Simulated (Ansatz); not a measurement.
A computed series for LaAlO3: pressure series

Consider LaAlO$_{3}$ in the cubic perovskite structure (space group Pm-3m, No. 221; a = 3.812 Å).

Cell and atoms are relaxed at each pressure.

Method: DFT with PBE, PAW potentials and a 420 eV plane-wave cutoff in Ansatz (an electronic-structure program), no spin-orbit coupling, earlier PAW set.

```
pressure (GPa)  volume per atom (Å³/atom)
--------------  -------------------------
-2                                 11.199
-1                                 11.139
0                                  11.080
3                                  10.914
7                                  10.711
15                                      ?
30                                  9.818
75                                  8.744
100                                 8.330
```

Task: Fit the third-order Birch–Murnaghan form P(V) = (3B₀/2)[(V₀/V)^(7/3) − (V₀/V)^(5/3)]·[1 + (3/4)(B₀′ − 4)((V₀/V)^(2/3) − 1)] (squares taken in P) to the rows shown and predict the withheld row.

Result: Least squares on the printed values gives V₀ = 11.080 Å³/atom, B₀ = 193 GPa, B₀′ = 4.2; this predicts 10.356 Å³/atom, and the run gives 10.355 Å³/atom, in agreement.

Load acts through the strain it causes; cell and atoms are relaxed under it. Whether these cells are dynamically stable was not tested. No other phases were tried under pressure. Many cubic perovskites are stable only at high temperature; tilts and polar distortions were not tested.
